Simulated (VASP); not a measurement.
# SnSe in VASP: how settings move the PBE single point

Aim: see what changed inputs do to the PBE single point of the known phase of SnSe with 2 atoms a cell, under -4.8 % equal strain in all directions.

Code: VASP 6.6.1. PAW datasets, plane waves. Computed at 0 K without zero-point motion; spin polarisation is off (in the reference).

### 1 The system as given

The cell comes from an earlier relaxation with r2SCAN+rVV10 in another program. Some of the altered inputs switch spin polarisation on.

Space group Fm-3m (No. 225), cubic; conventional cell a = 5.684 Å, 22.96 Å³ an atom. Around Sn lie 6 Se at 2.84 Å; around Se lie 6 Sn at 2.84 Å.

Coordinates:

```xyz
2
Lattice="0.0000 2.8422 2.8422 2.8422 0.0000 2.8422 2.8422 2.8422 0.0000" Properties=species:S:1:pos:R:3 pbc="T T T"
Sn    0.0000    0.0000    0.0000
Se    2.8422    2.8422    2.8422
```

### 2 The reference run

The input, INCAR:

```
ENCUT = 520.000000
SIGMA = 0.020000
EDIFF = 1.00e-07
GGA = PE
PREC = Accurate
IBRION = -1
ISIF = 2
ISMEAR = -1
NBANDS = 17
NELM = 120
NSW = 0
LASPH = .TRUE.
LCHARG = .FALSE.
LWAVE = .FALSE.
LREAL = .FALSE.
```

The input, KPOINTS:

```
KPOINTS created by Atomic Simulation Environment
0
Gamma
8 8 8
0 0 0
```

The input, POSCAR:

```
Sn Se
 1.0000000000000000
     0.0000000000000000    2.8422117735999999    2.8422117735999999
     2.8422117735999999    0.0000000000000000    2.8422117735999999
     2.8422117735999999    2.8422117735999999    0.0000000000000000
 Sn  Se
   1   1
Cartesian
  0.0000000000000000  0.0000000000000000  0.0000000000000000
  2.8422117735999999  2.8422117735999999  2.8422117735999999
```

A file KPOINTS_OPT adds named points for the levels; it doesn't enter the self-consistent loop.

Potentials: the recommended PBE PAW datasets, 20 valence electrons.

The run is started by

```console
mpirun -np 1 vasp_std
```

### 3 Altered input 1

The input, INCAR:

```
ENCUT = 520.000000
EDIFF = 1.00e-07
GGA = PE
PREC = Accurate
IBRION = -1
ISIF = 2
NBANDS = 17
NELM = 120
NSW = 0
LASPH = .TRUE.
LCHARG = .FALSE.
LWAVE = .FALSE.
LREAL = .FALSE.
ISMEAR = 2
SIGMA = 0.1
```

KPOINTS is that of step 2.

POSCAR is that of step 2.

### 4 Altered input 2

Changes to INCAR since step 2:

```diff
@@ -9,3 +9,2 @@
 NBANDS = 17
-NELM = 120
 NSW = 0
@@ -15 +14,3 @@
 LREAL = .FALSE.
+IVDW = 20
+NELM = 56
```

KPOINTS is that of step 2.

POSCAR is that of step 2.

### 5 Altered input 3

The input, INCAR:

```
ENCUT = 520.000000
SIGMA = 0.020000
GGA = PE
PREC = Accurate
IBRION = -1
ISIF = 2
ISMEAR = -1
NBANDS = 17
NSW = 0
LASPH = .TRUE.
LCHARG = .FALSE.
LWAVE = .FALSE.
LREAL = .FALSE.
EDIFF = 1e-08
NELM = 62
```

KPOINTS is that of step 2.

POSCAR is that of step 2.

### 6 Altered input 4

Changes to INCAR since step 2:

```diff
@@ -9,3 +9,2 @@
 NBANDS = 17
-NELM = 120
 NSW = 0
@@ -15 +14,4 @@
 LREAL = .FALSE.
+NELM = 97
+ISPIN = 2
+MAGMOM = 1.0
```

KPOINTS is that of step 2.

POSCAR is that of step 2.

Q: Predict the outcome of this session. Wanted: for each run, changed; ending; energy change; pressure; electronic steps; usable.

The runs gave:

| run | changed | ending | energy change (meV/atom) | pressure (GPa) | gap on the mesh (eV; negative: overlap) | electronic steps | time | usable |
| --- | --- | --- | --- | --- | --- | --- | --- | --- |
| ref. | – | converged | 0 | 14.1 | 0.61 | 15 | 37 s | yes |
| 1 | ISMEAR = 2, SIGMA = 0.1 | converged | 0.1 | 14.1 | 0.61 | 15 | 29 s | yes |
| 2 | IVDW = 20, NELM = 56 | converged | – | 13.3 | 0.61 | 15 | 34 s | yes |
| 3 | EDIFF = 1e-08, NELM = 62 | converged | 0.0 | 14.1 | 0.61 | 15 | 33 s | yes |
| 4 | ISPIN = 2, MAGMOM = 1 | refused | – | – | – | – | 0.8 s | no |

What this shows: Of 4 altered inputs, 1 gave no result, 3 gave usable results. Among the usable ones with comparable energies, «ISMEAR = 2, SIGMA = 0.1» moves the energy most, by 0.1 meV/atom.
